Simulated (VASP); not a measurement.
# Si in VASP: a series of runs, part 2 of 2

VASP 6.6.1. The steps go on from the part before.

## (3) Relaxation of the atoms, PBE

File INCAR:

```
SYSTEM = Si
ALGO     = Normal         ! electronic algorithm
DIPOL    = 0.5 0.5 0.500
EDIFF    = 1E-6           ! SCF threshold, eV
EDIFFG   = -0.01          ! ionic threshold
ENCUT    = 520            ! plane-wave cutoff, eV
GGA      = PE             ! functional
IBRION   = 2              ! ionic algorithm
IDIPOL   = 3            
ISIF     = 2              ! what is computed and relaxed
ISMEAR   = 0              ! smearing method
KPAR     = 4            
LASPH    = .TRUE.         ! aspherical terms in the spheres
LCHARG   = .FALSE.        ! write CHGCAR
LDIPOL   = .TRUE.       
LREAL    = .FALSE.        ! projectors in reciprocal space
LWAVE    = .FALSE.        ! write WAVECAR
NELM     = 120            ! most SCF steps
NSW      = 90             ! ionic steps
PREC     = Accurate       ! precision mode
SIGMA    = 0.03           ! smearing width, eV
```

File KPOINTS:

```
k-points
0
G
  4 7 1
  0 0 0
```

File POSCAR:

```
Si
1.0
    7.7337965900      0.0000000000      0.0000000000
    0.0000000000      3.8668983000      0.0000000000
    0.0000000000      0.0000000000     12.4357750000
Si
12
Direct
   -0.0930978700      0.0000000000      0.2492808000
    0.5930978700      1.0000000000      0.2010329100
    0.5000000000      0.5000000000      0.3350941100
    0.0000000000      0.5000000000      0.3350941100
    0.2500000000      0.5000000000      0.4450313700
    0.7500000000      0.5000000000      0.4450313700
    0.7500000000      1.0000000000      0.5549686300
    0.2500000000      0.0000000000      0.5549686300
    0.5000000000      0.0000000000      0.6649058900
    0.0000000000      0.0000000000      0.6649058900
   -0.0930978700      0.5000000000      0.7507192000
    0.5930978700      0.5000000000      0.7989670900
```

Potentials or basis: VASP PAW PBE potentials, release 64 (Si).

Run with:

```sh
$ cat potpaw_PBE.64/Si/POTCAR > POTCAR
$ mpirun -np 4 vasp_std > vasp.out
```

OUTCAR:

```text
SYSTEM = Si
   EDIFF = 1E-6
   EDIFFG = -0.01
   ENCUT = 520
   GGA = PE
   IBRION = 2
   ISIF = 2
   ISMEAR = 0
   LASPH = .TRUE.
   LREAL = .FALSE.
   NELM = 120
   NSW = 90
   PREC = Accurate

 ion  position               nearest neighbor table
   1  0.907  0.000  0.249-   4 2.32   4 2.32   2 2.50
   2  0.593  0.000  0.201-   1 2.50   3 2.65   3 2.65
   3  0.500  0.500  0.335-   5 2.37   6 2.37   2 2.65   2 2.65
   4  0.000  0.500  0.335-   1 2.32   1 2.32   6 2.37   5 2.37
   5  0.250  0.500  0.445-   3 2.37   4 2.37   8 2.37   8 2.37
   6  0.750  0.500  0.445-   3 2.37   4 2.37   7 2.37   7 2.37
   7  0.750  0.000  0.555-   9 2.37  10 2.37   6 2.37   6 2.37
   8  0.250  0.000  0.555-   9 2.37  10 2.37   5 2.37   5 2.37
   9  0.500  0.000  0.665-   7 2.37   8 2.37  12 2.65  12 2.65
  10  0.000  0.000  0.665-  11 2.32  11 2.32   7 2.37   8 2.37
  11  0.907  0.500  0.751-  10 2.32  10 2.32  12 2.50
[... 445 lines left out ...]

 val. band max:        2.1251800794   @ k =   0.5000   0.1429   0.0000
 cond. band min:       2.4313446441   @ k =   0.0000   0.4286   0.0000
 fundamental gap:      0.3061645648
 Fermi energy:         2.2701234876

 k-point     1 :       0.0000    0.0000    0.0000
  band No.  band energies     occupation
      1      -9.9087      2.00000
      2      -9.0612      2.00000
      3      -7.9128      2.00000
      4      -7.1821      2.00000
      5      -6.9527      2.00000
      6      -6.6755      2.00000
[... 397 lines left out ...]
     30       4.1669      0.00000
     31       5.0471      0.00000

------------------------ aborting loop because EDIFF is reached ----------------------------------------

 vacuum level on the upper side and lower side of the slab       (xc-potential included)        -1.704        -1.704

  FORCE on cell =-STRESS in cart. coord.  units (eV):
  Direction    XX          YY          ZZ          XY          YZ          ZX
  --------------------------------------------------------------------------------------
  -------------------------------------------------------------------------------------
  Total       -4.9377235      1.7231175      0.1305918      0.0000000      0.0000000      0.0000000
  in kB      -21.2720330      7.4233020      0.5625978      0.0000000      0.0000000      0.0000000
  external PRESSURE =      -4.4287111 kB  Pullay stress =       0.0000000 kB
[... 27 lines left out ...]
  FREE ENERGIE OF THE ION-ELECTRON SYSTEM (eV)
  ---------------------------------------------------
  free  energy   TOTEN  =       -60.0897875104 eV

  energy  without entropy=      -60.0897875104  energy(sigma->0) =      -60.08978751

 reached required accuracy - stopping structural energy minimisation

 vacuum level on the upper side and lower side of the slab         5.310         5.310
```

Wall time 8.9 min (4 MPI ranks of Intel Xeon Platinum 8488C (Sapphire Rapids), shared host); peak memory 0.48 GiB.

What came out:

```
Free energy                  : -60.0898 eV
Energy gained by relaxing    : 104.6 meV/atom
Ionic steps                  : 31
Largest force after relaxing : 0.010 eV/Å
Band gap on the k mesh       : 0.31 eV, indirect (least direct gap 0.66 eV)
```

Forces on the atoms (eV/Å):
```
Si   0.001  0.000 -0.002
Si  -0.001  0.000  0.002
Si  -0.001  0.000 -0.005
Si   0.000  0.000 -0.005
Si  -0.002  0.000 -0.009
Si   0.004  0.000  0.002
Si   0.004  0.000 -0.002
Si  -0.002  0.000  0.009
Si  -0.001  0.000  0.005
Si   0.000  0.000  0.005
Si   0.001  0.000  0.002
Si  -0.001  0.000 -0.002
```

The path:
```
step  energy change (eV)  largest force (eV/Å)  pressure (GPa)
   1              0.0000                1.4453           -2.09
   2             -0.3193                0.9570           -2.15
   3             -0.5999                1.1903           -1.65
   4             -0.6246                1.0164           -1.88
   5             -0.8223                0.6382           -1.66
   6             -0.8415                0.8628           -1.51
   7             -0.9456                0.5216           -1.43
   8             -0.9818                0.4791           -1.30
   9             -1.0526                0.4860           -1.20
  10             -1.1822                0.4879           -0.93
  11             -1.2366                0.1856           -0.79
  12             -1.2367                0.1902           -0.78
  13             -1.2468                0.1129           -0.71
  14             -1.2469                0.1247           -0.70
  15             -1.2508                0.0540           -0.65
  16             -1.2512                0.0744           -0.63
  17             -1.2524                0.0386           -0.61
  18             -1.2525                0.0561           -0.60
  19             -1.2535                0.0390           -0.58
  20             -1.2537                0.0415           -0.57
  21             -1.2542                0.0285           -0.53
  22             -1.2542                0.0333           -0.52
  23             -1.2547                0.0224           -0.48
  24             -1.2547                0.0263           -0.46
  25             -1.2549                0.0207           -0.43
  26             -1.2549                0.0185           -0.44
  27             -1.2550                0.0103           -0.43
  28             -1.2550                0.0114           -0.43
  29             -1.2550                0.0115           -0.44
  30             -1.2550                0.0119           -0.44
  31             -1.2551                0.0097           -0.44
```

Final structure:
```cif
data_structure
_symmetry_space_group_name_H-M 'P 1'
_symmetry_Int_Tables_number 1
_cell_length_a 7.7338
_cell_length_b 3.8669
_cell_length_c 12.4358
_cell_angle_alpha 90.000
_cell_angle_beta 90.000
_cell_angle_gamma 90.000
_cell_volume 371.90
loop_
_atom_site_label
_atom_site_type_symbol
_atom_site_fract_x
_atom_site_fract_y
_atom_site_fract_z
_atom_site_occupancy
Si1 Si 0.86145 0.00000 0.28127 1
Si2 Si 0.57458 0.00000 0.22056 1
Si3 Si 0.52290 0.50000 0.33144 1
Si4 Si 0.01169 0.50000 0.33113 1
Si5 Si 0.26710 0.50000 0.44280 1
Si6 Si 0.76228 0.50000 0.44770 1
Si7 Si 0.76228 0.00000 0.55230 1
Si8 Si 0.26710 0.00000 0.55720 1
Si9 Si 0.52290 0.00000 0.66856 1
Si10 Si 0.01169 0.00000 0.66887 1
Si11 Si 0.86145 0.50000 0.71873 1
Si12 Si 0.57458 0.50000 0.77944 1
```

Levels at points of the mesh, in eV from the valence-band top:
```tsv
k point	band 21	band 22	band 23	band 24	band 25	band 26	band 27	band 28
(0.00, 0.00, 0.00)	-0.74	-0.73	-0.58	-0.28	0.53	0.63	0.74	1.52
(0.50, 0.00, 0.00)	-0.80	-0.63	-0.38	-0.19	0.47	0.52	1.25	1.80
```
